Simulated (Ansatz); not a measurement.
# CO2: field gradients as cell or settings change, part 3 of 3

Aim: follow the field gradients at the nuclei of CO2 through further changes. The cell is a structure deposited in the COD. Its positions were relaxed in an earlier run. Planned: a check of ecutrho_ratio; a check of ecutwfc; equal xy, yz and zx shear strains of +1 %; a check of ecutrho_ratio with symmetry.

Ansatz 0.2.0; DFT, PBE, plane-wave PAW, default files, scalar-relativistic, as far as a step names no other. Earlier steps stand in the parts before.

### Step 5. Settings changed: basis.ecutrho_ratio = 6, crystal.symmetry = detect: false

input.yaml

```yaml
crystal:
  lattice:
    - [5.62, 0.0, 0.0]
    - [0.0, 5.62, 0.0]
    - [0.0, 0.0, 5.62]
  atoms:
    - { symbol: C, position: [0.0, 0.0, 0.0] }
    - { symbol: C, position: [0.5, 0.0, 0.5] }
    - { symbol: C, position: [0.5, 0.5, 0.0] }
    - { symbol: C, position: [0.0, 0.5, 0.5] }
    - { symbol: O, position: [0.1200165072, 0.1200165072, 0.1200165072] }
    - { symbol: O, position: [0.3799834928, 0.8799834928, 0.6200165072] }
    - { symbol: O, position: [0.6200165072, 0.3799834928, 0.8799834928] }
    - { symbol: O, position: [0.8799834928, 0.6200165072, 0.3799834928] }
    - { symbol: O, position: [0.8799834928, 0.8799834928, 0.8799834928] }
    - { symbol: O, position: [0.6200165072, 0.1200165072, 0.3799834928] }
    - { symbol: O, position: [0.3799834928, 0.6200165072, 0.1200165072] }
    - { symbol: O, position: [0.1200165072, 0.3799834928, 0.6200165072] }
  symmetry: { detect: false }
kpoints:
  mp_grid: { grid: [4, 4, 4] }
scf:
  occupations: { method: fermi_dirac, width: 0.02 }
hamiltonian:
  xc: pbe
  pseudopotentials: { kind: paw }
output:
  forces: true
  stress: true
  populations: true
  efg: { quadrupole_moments_barn: { O: -0.02558 }, contact_densities: true }
basis:
  ecutrho_ratio: 6
```

Command:

```
ansatz run input.yaml --threads 1 --pin off --max-ram 2560MiB --backend cpu --events-out ev --progress --plain --runs-dir out
```

The program printed:

```text
Warning: RAYON_NUM_THREADS=1 ignored (pool sized by the plan → 1); use --threads N
Engine: ansatz 0.2.0, x86_64-unknown-linux-gnu
Pseudopotentials: kind: paw
Pseudopotential: C, paw, valence charge 4, recommended cutoff 420 eV (normal), C.paw.azcp
Pseudopotential: O, paw, valence charge 6, recommended cutoff 420 eV (normal), O.paw.azcp
Functional definition: PBE
  parameter kappa = 0.804
  parameter beta = 0.06672455060314922
  exchange = pbe_x(kappa = kappa, mu = beta*pi^2/3)
  correlation = pbe_c(beta = beta)
Crystal: 12 atoms, lattice volume = 177.504 Å³
Basis set: ecut = 420 eV, 3431 PW (Γ), exchange–correlation on 96×96×96 points (8 copies of the dense FFT grid, shifted against one another)
Bands: 44, of which v1, the nominal top of the filled ones, is band 32 counted from 1 (31 counted from 0)
Symmetry: 1 space group operations
k-points: 36 of 64 (time reversal used)
Non-local potential: C, projectors of the file, l = 0: 2, l = 1: 2, l = 2: 1
Non-local potential: O, projectors of the file, l = 0: 2, l = 1: 2, l = 2: 1
PAW form: soft (Blöchl's): semilocal exchange-correlation on the pseudo side does not see the compensation charge
PAW one-centre angular grid: C, 110 points (default); XC on 64 Gauss nodes
PAW one-centre angular grid: O, 110 points (default); XC on 64 Gauss nodes
Initial density: superposition of atomic densities (neutral atoms: chi_scale 0, normalization atom), corrected by the library's trained network
Initial wavefunctions: pseudopotential atomic-orbital guess
Functional: x = pbe(κ = 0.804, μ = 0.2195149727645171), c = pbe(β = 0.06672455060314922)
SCF iter   1: F=—  HF=-5539.589318 eV  |F-HF|=—  |Δ(HF+E_count)|=         —  Δρ=5.64e-3  dr2=3.31e-2  ethr=1.77e-3  ⟨swp⟩=7.2  Hψ=7032  notcnv=0  defer=6
preconditioner: auto → Resta (q_TF=auto, 2.302 Å⁻¹)  ε∞=3.0  [insulator: Δε(μ)=6.752 eV  Ē_g=15.950 eV  σ=0.020 eV  W_gap=1.00  n_scr=32 (ndim 8)  ℏωp=22.3 eV  f_vac=0.170  D(μ)=0.00/eV (n_scr^D=0)  ε∞_Penn≈3.0]
SCF iter   2: F=—  HF=-5539.589124 eV  |F-HF|=—  |Δ(HF+E_count)|=   1.94e-4  Δρ=2.22e-3  dr2=3.11e-3  ethr=5.17e-5  ⟨swp⟩=2.1  Hψ=3142  notcnv=0  defer=194
SCF iter   3: F=—  HF=-5539.590218 eV  |F-HF|=—  |Δ(HF+E_count)|=   1.09e-3  Δρ=1.11e-3  dr2=7.59e-4  ethr=4.86e-6  ⟨swp⟩=2.6  Hψ=2736  notcnv=0  defer=194
SCF iter   4: F=—  HF=-5539.591182 eV  |F-HF|=—  |Δ(HF+E_count)|=   9.64e-4  Δρ=2.48e-4  dr2=6.55e-5  ethr=1.19e-6  ⟨swp⟩=2.4  Hψ=2058  notcnv=0  defer=194
SCF iter   5: F=—  HF=-5539.591261 eV  |F-HF|=—  |Δ(HF+E_count)|=   7.89e-5  Δρ=3.46e-5  dr2=2.80e-6  ethr=1.02e-7  ⟨swp⟩=2.8  Hψ=2523  notcnv=0  defer=194
SCF iter   6: F=—  HF=-5539.591264 eV  |F-HF|=—  |Δ(HF+E_count)|=   3.38e-6  Δρ=1.33e-5  dr2=2.65e-7  ethr=4.38e-9  ⟨swp⟩=2.0  Hψ=2085  notcnv=0  defer=194
SCF iter   7: F=—  HF=-5539.591265 eV  |F-HF|=—  |Δ(HF+E_count)|=   2.79e-7  Δρ=1.37e-5  dr2=2.79e-7  ethr=1.56e-10  ⟨swp⟩=10.4  Hψ=7519  notcnv=0
SCF iter   8: F=-5539.591265 eV  HF=-5539.591265 eV  |F-HF|=3.24e-9  |Δ(HF+E_count)|=   4.27e-8  Δρ=2.24e-6  dr2=7.52e-9  ethr=1.56e-10  ⟨swp⟩=2.8  Hψ=6072  notcnv=0
SCF 1 converged in 8 iterations: F = -5539.591265 eV  dr2 = 7.52e-9
SCF converged after 8 iterations
Free energy (F): -5539.591265 eV
Harris-Foulkes:  -5539.591265 eV  (|F-HF|=3.24e-9)
Internal energy: -5539.591265 eV  (E = F + TS)
E sigma→0 (E₀):  -5539.591265 eV
Fermi energy:    1.268244 eV
--- Per-component energies (eV) ---
  E_band       = -595.855027
  E_kinetic    = 1741.463483
  E_local      = -4802.187967  (includes V_loc(G=0)·N_el)
  E_nonlocal   = 500.026065
  E_hartree    = 1624.097325
  E_xc         = -766.007892
  E_vxc        = -968.099082  (∫ρ·V_xc dr)
  E_paw        = -1663.578525  (= ΣΔE_a)
  E_vpaw       = -315.256203  (= ΣTr[D̂ρ^β])
  E_aug_tail   = 0.004283  (compensation charges beyond the density's cutoff)
  E_ewald      = -2173.408036
  E_smearing   = -0.000000  (= −TS)
  E_closure    = -0.000000  (closes the sum)
  Σ components = -5539.591265   (vs F -5539.591265, Δ=0.00e0)
--- Forces (eV/Å), atoms counted from 1 ---
  atom   1  C      0.00000093     0.00000016     0.00000196
  atom   2  C      0.00000792     0.00000706    -0.00000886
  atom   3  C     -0.00001403     0.00001436     0.00001521
  atom   4  C     -0.00000754     0.00000788    -0.00000875
  atom   5  O      0.01095168     0.01095224     0.01095120
  atom   6  O     -0.01095142    -0.01095136     0.01095183
  atom   7  O      0.01094953    -0.01094944    -0.01095021
  atom   8  O     -0.01094651     0.01094605    -0.01094586
  atom   9  O     -0.01095141    -0.01095127    -0.01095197
  atom  10  O      0.01094929     0.01094994    -0.01094879
  atom  11  O     -0.01094645     0.01094611     0.01094604
  atom  12  O      0.01094723    -0.01094723     0.01094779
  max |Σ_I F_I| component: 2.45e-5 eV/Å
--- Stress (GPa, compression-positive) ---
        1.387813       0.000030       0.000002
        0.000030       1.387813       0.000010
        0.000002       0.000010       1.387814
  P = ⅓ Tr σ = 1.3878 GPa (13.878 kbar)
--- PAW observables at the nuclei: V_zz in 10²¹ V/m², potentials from the cell's mean, atoms counted from 1 ---
  atom   1  C  V_zz =    -2.944547   η = 0.0000   by run symmetry: not_imposed
            electrostatic potential = -404.528116 V   contact ρ = 869.148135 e/Å³
  atom   2  C  V_zz =    -2.944563   η = 0.0000   by run symmetry: not_imposed
            electrostatic potential = -404.528061 V   contact ρ = 869.148122 e/Å³
  atom   3  C  V_zz =    -2.944589   η = 0.0000   by run symmetry: not_imposed
            electrostatic potential = -404.527969 V   contact ρ = 869.148100 e/Å³
  atom   4  C  V_zz =    -2.944600   η = 0.0000   by run symmetry: not_imposed
            electrostatic potential = -404.527933 V   contact ρ = 869.148091 e/Å³
  atom   5  O  V_zz =    +7.175929   η = 0.0000   by run symmetry: not_imposed   C_q = -4.4385 MHz
            electrostatic potential = -613.736947 V   contact ρ = 2159.340168 e/Å³
  atom   6  O  V_zz =    +7.175860   η = 0.0000   by run symmetry: not_imposed   C_q = -4.4384 MHz
            electrostatic potential = -613.736793 V   contact ρ = 2159.340156 e/Å³
  atom   7  O  V_zz =    +7.175825   η = 0.0000   by run symmetry: not_imposed   C_q = -4.4384 MHz
            electrostatic potential = -613.736734 V   contact ρ = 2159.340155 e/Å³
  atom   8  O  V_zz =    +7.176040   η = 0.0000   by run symmetry: not_imposed   C_q = -4.4385 MHz
            electrostatic potential = -613.737279 V   contact ρ = 2159.340210 e/Å³
  atom   9  O  V_zz =    +7.175900   η = 0.0000   by run symmetry: not_imposed   C_q = -4.4384 MHz
            electrostatic potential = -613.736870 V   contact ρ = 2159.340163 e/Å³
  atom  10  O  V_zz =    +7.175996   η = 0.0000   by run symmetry: not_imposed   C_q = -4.4385 MHz
            electrostatic potential = -613.737127 V   contact ρ = 2159.340191 e/Å³
  atom  11  O  V_zz =    +7.176077   η = 0.0000   by run symmetry: not_imposed   C_q = -4.4386 MHz
            electrostatic potential = -613.737357 V   contact ρ = 2159.340218 e/Å³
  atom  12  O  V_zz =    +7.175882   η = 0.0000   by run symmetry: not_imposed   C_q = -4.4384 MHz
            electrostatic potential = -613.736882 V   contact ρ = 2159.340174 e/Å³
--- Band table (eV; the first three rows and the last of 36) ---
  k-point 0: bands = ["-22.6353", "-22.4262", "-22.4262", "-22.4262", "-21.5156", "-21.5156", "-21.5156", "-21.4616", "-7.3998", "-7.3998", "-7.3998", "-7.2176", "-6.8054", "-6.8054", "-6.8054", "-6.0738", "-6.0738", "-6.0114", "-5.9226", "-5.9226", "-5.9226", "-5.4761", "-5.4761", "-5.4761", "-2.8776", "-2.8776", "-2.8776", "-2.3353", "-2.3353", "-2.3353", "-2.1434", "-2.1434", "4.6482", "5.8804", "5.8804", "5.8804", "6.1388", "6.1388", "6.7127", "6.7127", "6.7127", "8.7291", "8.7291", "8.7291"]
  k-point 1: bands = ["-22.6066", "-22.4590", "-22.4261", "-22.4261", "-21.5141", "-21.5138", "-21.5078", "-21.4696", "-7.4519", "-7.4469", "-7.4355", "-7.3307", "-6.6617", "-6.6511", "-6.6132", "-6.1395", "-6.0659", "-6.0042", "-5.9683", "-5.9601", "-5.8675", "-5.6288", "-5.5583", "-5.5360", "-2.7782", "-2.7734", "-2.7645", "-2.3708", "-2.3685", "-2.2952", "-2.2423", "-2.1615", "5.0484", "5.8241", "5.9639", "5.9945", "5.9960", "6.1779", "6.5737", "6.6187", "6.6370", "7.7318", "9.0018", "9.0120"]
  k-point 2: bands = ["-22.5347", "-22.5347", "-22.4259", "-22.4259", "-21.5123", "-21.5123", "-21.4888", "-21.4888", "-7.4759", "-7.4759", "-7.4508", "-7.4508", "-6.4367", "-6.4367", "-6.3801", "-6.3801", "-6.0425", "-6.0425", "-6.0066", "-6.0066", "-5.7530", "-5.7530", "-5.6744", "-5.6744", "-2.6409", "-2.6408", "-2.4964", "-2.4964", "-2.4366", "-2.4366", "-2.2168", "-2.2168", "5.8201", "5.8201", "6.0238", "6.0238", "6.2683", "6.2683", "6.3281", "6.3281", "6.5132", "6.5132", "9.3606", "9.3606"]
  k-point 35: bands = ["-22.4780", "-22.4780", "-22.4780", "-22.4780", "-21.5036", "-21.5036", "-21.5036", "-21.5036", "-7.3511", "-7.3511", "-7.3511", "-7.3510", "-6.8471", "-6.8471", "-6.8471", "-6.8471", "-5.7086", "-5.7086", "-5.7086", "-5.7086", "-5.6631", "-5.6631", "-5.6631", "-5.6631", "-2.4652", "-2.4652", "-2.4652", "-2.4652", "-2.4536", "-2.4536", "-2.4536", "-2.4536", "5.8168", "5.8168", "5.8168", "5.8168", "6.7092", "6.7092", "6.7092", "6.7092", "7.5448", "7.5448", "7.5448", "7.5448"]
--- Löwdin populations: 12 sites ---
  site symbol       q [e]
     0      C      3.2224
     1      C      3.2224
     2      C      3.2224
     3      C      3.2224
     4      O      6.2745
     5      O      6.2745
     6      O      6.2745
     7      O      6.2745
     8      O      6.2745
     9      O      6.2745
    10      O      6.2745
    11      O      6.2745
  spilling = 0.014291 (of n_electrons = 64.000000)
```

It took 16 s on 1 thread of an x86-64 CPU, shared host; peak memory 0.56 GiB.

At the end: gap on the mesh 6.79 eV, largest force 0.019 eV/Å, pressure 1.4 GPa.

Beside the values of step 1 (V_zz in 10²¹ V/m²):

| site | atoms | V_zz, PBE relaxed | V_zz, new settings | η, PBE relaxed | η, new settings |
| --- | --- | --- | --- | --- | --- |
| C | 1, 2, 3, … | -2.93 | -2.94 | 0.00 | 0.00 |
| O | 5, 6, 7, … | 7.17 | 7.18 | 0.00 | 0.00 |

The sizes of the gradients above 0.15 moved by 0.7 % at C (-2.925 to -2.945). The free energy stayed within 0.1 meV/atom.

### Step 6. Spectra that follow from step 4

These are for the changed cell of step 4 (equal xy, yz and zx shear strains of +1 %, ions not relaxed; gap on the mesh 6.79 eV, largest force 1.136 eV/Å, pressure 1.4 GPa).

¹⁷O (I = 5/2, Q = -25.58 mb) at 7.05 T, Larmor frequency 40.7 MHz. Second-order quadrupolar shifts of the central transition; chemical shifts are not computed, so all sites share one zero.

| site | count | C_Q (MHz) | η | ν_Q (MHz) | δ_QIS (ppm) |
| --- | --- | --- | --- | --- | --- |
| O5 | 2 | -4.77 | 0.00 | 0.716 | -82.5 |
| O6 | 6 | -4.32 | 0.00 | 0.649 | -67.7 |

¹⁷O central transition, static powder:

kHz, intensity and a bar:
```
    -12.0          1 
    -10.9         27 ########
     -9.8         34 ##########
     -8.7        100 ##############################
     -7.5         58 #################
     -6.4         47 ##############
     -5.3         41 ############
     -4.1         38 ###########
     -3.0         37 ###########
     -1.9         36 ###########
     -0.8         35 ##########
      0.4         29 #########
      1.5         30 #########
      2.6         35 ##########
      3.8         45 #############
      4.9         74 ######################
      6.0         22 ######
      7.1          1
```

### Step 7. Summary of results

The summary covers parts 1 to 3.

| quantity | value |
| --- | --- |
| state (step 1) | gap on the mesh 6.79 eV, largest force 0.019 eV/Å, pressure 1.4 GPa |
| V_zz by site, step 1 (10²¹ V/m²) | C -2.93, O 7.17 |
| largest C_Q in size, step 1 | 4.44 MHz, ¹⁷O at O |
| step 2 (basis.ecutrho_ratio = 9) against step 1 | 0.5 % at C (-2.925 to -2.939) |
| step 3 (basis.ecutwfc = 400 eV) against step 1 | 1.1 % at C (-2.925 to -2.894) |
| step 4 (equal xy, yz and zx shear strains of +1 %) against step 1 | 2.1 % in the median, 8 % at the site that moves most (small gradients counted from 0.15; O, 7.17 to 7.72) |
| step 5 (basis.ecutrho_ratio = 6, crystal.symmetry = detect: false) against step 1 | 0.7 % at C (-2.925 to -2.945) |

What this shows: The largest gradient sits at O (1 C at 1.17 Å). Against step 1, step 4 (equal xy, yz and zx shear strains of +1 %) moves the gradients by up to 8 % at the worst site (2.1 % in the median). For step 4: at 7.05 T the ¹⁷O line of the largest coupling listed spans about 7.2 kHz under magic-angle spinning and 17 kHz static, from the quadrupolar part alone (no shift anisotropy).

The gaps are Kohn-Sham values of a semilocal functional, not quasiparticle or optical gaps. Such gaps usually fall short of the measured ones.
